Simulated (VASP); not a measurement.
## PbS (rocksalt): a r²SCAN single-point calculation in VASP

INCAR

```
EDIFF = 1E-7
METAGGA = R2SCAN
PREC = Accurate
ENCUT = 520
SIGMA = 0.01
LWAVE = .FALSE.
NSW = 0
ISMEAR = 0
ALGO = Normal
LASPH = .TRUE.
LCHARG = .TRUE.
NELM = 120
LELF = .TRUE.
NBANDS = 17
IBRION = -1
ISIF = 2
LREAL = .FALSE.
```

KPOINTS

```
KPOINTS created by Atomic Simulation Environment
0
Gamma
8 8 8
0 0 0
```

KPOINTS_OPT

```
special points
7
Reciprocal
0.0000000000 0.0000000000 0.0000000000 1
0.5000000000 0.0000000000 0.5000000000 1
0.6250000000 0.2500000000 0.6250000000 1
0.3750000000 0.3750000000 0.7500000000 1
0.5000000000 0.5000000000 0.5000000000 1
0.5000000000 0.2500000000 0.7500000000 1
0.0000000000 0.0000000000 0.5000000000 1
```

POSCAR

```
Pb S
 1.0000000000000000
     0.0000000000000000    2.9872326761987287    2.9872326761987287
     2.9872326761987287   -0.0000000000000000    2.9872326761987287
     2.9872326761987287    2.9872326761987287   -0.0000000000000000
 Pb  S
   1   1
Cartesian
  0.0000000000000000  0.0000000000000000  0.0000000000000000
  2.9872326761987287  2.9872326761987287  2.9872326761987287
```

VASP ran with the recommended PBE PAW datasets (20 valence electrons in the cell).

Command

```
mpirun -np 1 vasp_std
```

OSZICAR

```
N       E                     dE             d eps       ncg     rms          rms(c)
DAV:   1     0.102297483381E+03    0.10230E+03   -0.98286E+03   986   0.126E+03
DAV:   2    -0.578971685551E+02   -0.16019E+03   -0.15481E+03  1052   0.323E+02
DAV:   3    -0.703960169496E+02   -0.12499E+02   -0.12227E+02  1342   0.953E+01
DAV:   4    -0.707024282781E+02   -0.30641E+00   -0.30622E+00  1241   0.161E+01
DAV:   5    -0.707147083499E+02   -0.12280E-01   -0.12280E-01  1506   0.312E+00    0.451E+00
DAV:   6    -0.655995684837E+02    0.51151E+01   -0.22213E+00  1226   0.250E+01    0.362E+00
DAV:   7    -0.655948336593E+02    0.47348E-02   -0.30266E-01  1205   0.440E+00    0.235E+00
DAV:   8    -0.656084036247E+02   -0.13570E-01   -0.18931E-02  1263   0.179E+00    0.891E-01
DAV:   9    -0.656121177641E+02   -0.37141E-02   -0.71083E-03  1103   0.913E-01    0.234E-01
DAV:  10    -0.656120502368E+02    0.67527E-04   -0.79426E-04  1333   0.446E-01    0.728E-02
DAV:  11    -0.656122390173E+02   -0.18878E-03   -0.33905E-04  1157   0.142E-01    0.554E-02
DAV:  12    -0.656122048514E+02    0.34166E-04   -0.14206E-04  1290   0.179E-01    0.180E-02
DAV:  13    -0.656122066312E+02   -0.17798E-05   -0.64342E-06  1321   0.224E-02    0.447E-03
DAV:  14    -0.656122055526E+02    0.10787E-05   -0.23606E-06  1312   0.225E-02    0.146E-03
DAV:  15    -0.656122055489E+02    0.36539E-08   -0.47155E-08   770   0.182E-03
   1 F= -.65612206E+02 E0= -.65612206E+02  d E =-.170942E-64
       N       E                     dE             ncg
DAV:   1     0.119522979280E+04   -0.37333E+04      238
DAV:   2     0.995380306010E+02   -0.10957E+04      271
DAV:   3     0.206904760770E+02   -0.78848E+02      316
DAV:   4     0.188917015051E+02   -0.17988E+01      307
DAV:   5     0.188175347068E+02   -0.74167E-01      354
DAV:   6     0.188136666697E+02   -0.38680E-02      337
DAV:   7     0.188135891616E+02   -0.77508E-04      371
DAV:   8     0.188135882584E+02   -0.90326E-06      313
DAV:   9     0.188135882457E+02   -0.12643E-07      242
```

From OUTCAR

```
k-points           NKPTS =     29   k-points in BZ     NKDIM =     29   number of bands    NBANDS=     17

   NELECT =      20.0000    total number of electrons

   dimension x,y,z NGX =    32 NGY =   32 NGZ =   32
   dimension x,y,z NGXF=    64 NGYF=   64 NGZF=   64

  energy-cutoff  :      520.00
  volume of cell :       53.31
      direct lattice vectors                 reciprocal lattice vectors
     0.000000000  2.987232676  2.987232676    -0.167378994  0.167378994  0.167378994
     2.987232676  0.000000000  2.987232676     0.167378994 -0.167378994  0.167378994
     2.987232676  2.987232676  0.000000000     0.167378994  0.167378994 -0.167378994

 k-points in reciprocal lattice and weights: KPOINTS created by Atomic Simulation Env
   0.00000000  0.00000000  0.00000000       0.002
   0.12500000  0.00000000  0.00000000       0.016
   0.25000000  0.00000000  0.00000000       0.016
   0.37500000  0.00000000  0.00000000       0.016
   0.50000000  0.00000000  0.00000000       0.008
   0.12500000  0.12500000  0.00000000       0.012
   0.25000000  0.12500000  0.00000000       0.047
   0.37500000  0.12500000  0.00000000       0.047
   ...

 E-fermi :   5.5140

 k-point     1 :       0.0000    0.0000    0.0000
  band No.  band energies     occupation
      1     -12.0015      2.00000
      2     -12.0015      2.00000
      3     -12.0015      2.00000
      4     -11.9848      2.00000
      5     -11.9848      2.00000
      6      -8.5985      2.00000
      7      -0.7301      2.00000
      8       3.1964      2.00000
      9       3.1964      2.00000
     10       3.1964      2.00000
     11      10.9078      0.00000
     12      10.9078      0.00000
     13      10.9078      0.00000
     14      12.6078      0.00000
     15      12.6078      0.00000
     16      12.6078      0.00000
     17      14.5321      0.00000

 k-point     2 :       0.1250    0.0000    0.0000
  band No.  band energies     occupation
      1     -12.0007      2.00000
      2     -11.9987      2.00000
      3     -11.9987      2.00000
      4     -11.9859      2.00000
      5     -11.9859      2.00000
      6      -8.4673      2.00000
      7      -1.1973      2.00000
      8       3.2387      2.00000
      9       3.2387      2.00000
     10       3.5554      2.00000
     11       9.6961      0.00000
     12      10.1310      0.00000
     13      10.1310      0.00000
     14      12.5241      0.00000
     15      12.9806      0.00000
     16      12.9806      0.00000
     17      15.7503      0.00000

 k-point     3 :       0.2500    0.0000    0.0000
  band No.  band energies     occupation
      1     -12.0042      2.00000
      2     -12.0042      2.00000
      3     -11.9994      2.00000
      4     -11.9762      2.00000
      5     -11.9762      2.00000
      6      -8.1053      2.00000
      7      -2.1871      2.00000
      8       3.3571      2.00000
      9       3.3571      2.00000
     10       4.2552      2.00000
     11       8.0461      0.00000
     12       8.9114      0.00000
     13       8.9114      0.00000
     14      12.7012      0.00000
     15      13.8531      0.00000
     16      13.8531      0.00000
     17      17.8221      0.00000

 k-point     4 :       0.3750    0.0000    0.0000
  band No.  band energies     occupation
      1     -12.0139      2.00000
      2     -12.0139      2.00000
      3     -11.9984      2.00000
      4     -11.9622      2.00000
      5     -11.9622      2.00000
      6      -7.6432      2.00000
      7      -3.1422      2.00000
      8       3.5070      2.00000
      9       3.5070      2.00000
     10       4.9323      2.00000
     11       6.7718      0.00000
     12       7.9925      0.00000
     13       7.9925      0.00000
     14      13.5852      0.00000
     15      15.1110      0.00000
     16      15.1110      0.00000
     17      17.6849      0.00000

 k-point     5 :       0.5000    0.0000    0.0000
  band No.  band energies     occupation
      1     -12.0181      2.00000
      2     -12.0181      2.00000
      3     -11.9981      2.00000
      4     -11.9562      2.00000
      5     -11.9562      2.00000
      6      -7.4000      2.00000
      7      -3.5658      2.00000
      8       3.5821      2.00000
      9       3.5821      2.00000
     10       5.3960      2.00000
     11       6.0983      0.00000
     12       7.6482      0.00000
     13       7.6482      0.00000
     14      14.5514      0.00000
     15      16.0742      0.00000
     16      16.0742      0.00000
     17      16.4117      0.00000

 k-point     6 :       0.1250    0.1250    0.0000
  band No.  band energies     occupation
      1     -12.0048      2.00000
      2     -11.9971      2.00000
      3     -11.9936      2.00000
      4     -11.9936      2.00000
      5     -11.9813      2.00000
      6      -8.4212      2.00000
      7      -1.2558      2.00000
      8       3.0019      2.00000
      9       3.0019      2.00000
     10       4.0022      2.00000
     11       8.7494      0.00000
     12      10.5987      0.00000
     13      10.5987      0.00000
     14      11.6503      0.00000
     15      13.7454      0.00000
     16      13.7454      0.00000
     17      15.2250      0.00000

 k-point     7 :       0.2500    0.1250    0.0000
  band No.  band energies     occupation
      1     -12.0134      2.00000
      2     -12.0045      2.00000
      3     -11.9924      2.00000
      4     -11.9842      2.00000
      5     -11.9728      2.00000
      6      -8.1304      2.00000
      7      -1.9155      2.00000
      8       2.8999      2.00000
      9       2.9840      2.00000
     10       4.3709      2.00000
     11       7.7153      0.00000
     12       9.7272      0.00000
     13       9.9943      0.00000
     14      11.7471      0.00000
     15      14.2411      0.00000
     16      14.5842      0.00000
     17      16.4983      0.00000

 k-point     8 :       0.3750    0.1250    0.0000
  band No.  band energies     occupation
      1     -12.0276      2.00000
      2     -12.0010      2.00000
      3     -11.9995      2.00000
      4     -11.9741      2.00000
      5     -11.9598      2.00000
      6      -7.6891      2.00000
      7      -2.7902      2.00000
      8       2.9844      2.00000
      9       3.0500      2.00000
     10       4.3286      2.00000
     11       7.3009      0.00000
     12       8.8526      0.00000
     13       9.0251      0.00000
     14      12.4481      0.00000
     15      15.0956      0.00000
     16      15.6818      0.00000
     17      17.6216      0.00000

 k-point     9 :       0.5000    0.1250    0.0000
  band No.  band energies     occupation
      1     -12.0323      2.00000
      2     -12.0093      2.00000
      3     -11.9949      2.00000
      4     -11.9661      2.00000
      5     -11.9552      2.00000
      6      -7.3447      2.00000
      7      -3.3852      2.00000
      8       2.8457      2.00000
      9       3.2351      2.00000
     10       4.4550      2.00000
     11       6.9821      0.00000
     12       8.2302      0.00000
     13       8.6808      0.00000
     14      13.6833      0.00000
     15      15.9469      0.00000
     16      16.2338      0.00000
     17      16.5580      0.00000

 k-point    10 :      -0.3750    0.1250    0.0000
  band No.  band energies     occupation
      1     -12.0254      2.00000
      2     -12.0114      2.00000
      3     -11.9943      2.00000
      4     -11.9636      2.00000
      5     -11.9628      2.00000
      6      -7.4284      2.00000
      7      -3.2709      2.00000
      8       2.5679      2.00000
      9       3.5245      2.00000
     10       4.8349      2.00000
     11       6.6969      0.00000
     12       7.8700      0.00000
     13       9.0679      0.00000
     14      13.9257      0.00000
     15      14.9642      0.00000
     16      16.0494      0.00000
     17      16.9665      0.00000

 k-point    11 :      -0.2500    0.1250    0.0000
  band No.  band energies     occupation
      1     -12.0114      2.00000
      2     -12.0057      2.00000
      3     -11.9971      2.00000
      4     -11.9783      2.00000
      5     -11.9683      2.00000
      6      -7.8477      2.00000
      7      -2.5627      2.00000
      8       2.5176      2.00000
      9       3.6403      2.00000
     10       4.7998      2.00000
     11       7.1277      0.00000
     12       8.1413      0.00000
     13       9.6194      0.00000
     14      13.2107      0.00000
     15      13.7238      0.00000
     16      15.5500      0.00000
     17      16.7623      0.00000

 ...

  Total       -0.0066839     -0.0066839     -0.0066839     -0.0000000     -0.0000000      0.0000000
  in kB       -0.2008652     -0.2008652     -0.2008652     -0.0000000     -0.0000000      0.0000000
  external PRESSURE =      -0.2008652 kB  Pullay stress =       0.0000000 kB

 POSITION                                       TOTAL-FORCE (eV/Angst)
 -----------------------------------------------------------------------------------
      0.00000      0.00000      0.00000         0.000000     -0.000000     -0.000000
      2.98723      2.98723      2.98723         0.000000      0.000000      0.000000
 -----------------------------------------------------------------------------------
    total drift:                                0.000000     -0.000000     -0.000000

  FREE ENERGIE OF THE ION-ELECTRON SYSTEM (eV)
  ---------------------------------------------------
  free  energy   TOTEN  =       -65.6122055489 eV

  energy  without entropy=      -65.6122055489  energy(sigma->0) =      -65.61220555
```

```
gap between bands v and c : 0.70 eV
least direct gap          : 0.70 eV
pressure                  : 0.0 GPa
```

Band v is the last that the valence electrons fill when counted band by band, and c is the next.

The run took about 63 s on one core of a shared host (Intel Xeon Platinum 8488C) and held 0.19 GiB at most.
